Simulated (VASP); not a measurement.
The system is BaTe.

```
Ba Te
1.0
     0.00000    3.41000    3.41000
     3.41000    0.00000    3.41000
     3.41000    3.41000    0.00000
Ba Te
1 1
Direct
  0.00000 0.00000 0.00000
  0.50000 0.50000 0.50000
```

| Property | Result |
| --- | --- |
| Program | VASP 6.6.1 |
| Task | single point |
| Functional | PBE |
| Potentials or basis | VASP PAW PBE potentials, release 64 (Ba_sv, Te) |
| Cutoff | 520 eV |
| k mesh | 7 × 7 × 7 |
| Occupations | fermi-dirac, width 0.05 eV |
| Spin | no spin polarisation |

On this cell: pressure 4.2 GPa; largest force zero by symmetry; band gap on the k mesh 1.38 eV, indirect (least direct gap 1.76 eV).

The same run follows on a disturbed copy (atoms moved at random, drawn with an rms of 0.05 Å):

```
Ba Te
1.0
     0.00000    3.41000    3.41000
     3.41000    0.00000    3.41000
     3.41000    3.41000    0.00000
Ba Te
1 1
Cartesian
  -0.0009 -0.0387 0.0102
  3.4344 3.4498 3.4255
```

Problem. What changes?

Solution. The energy moves by +5.3 meV/atom; pressure 4.3 GPa; largest force 0.257 eV/Å; band gap on the k mesh 1.40 eV, indirect (least direct gap 1.77 eV).

Forces on the atoms (eV/Å):
```
Ba   0.077  0.244  0.016
Te  -0.077 -0.244 -0.016
```

Stress tensor (GPa, compression positive):
```
 4.23 -0.03  0.00
-0.03  4.49 -0.01
 0.00 -0.01  4.20
```

Caveats: spin-orbit coupling is left out, which moves the levels of the heavy elements; an odd mesh through Γ misses points on the zone boundary, where band edges often lie.
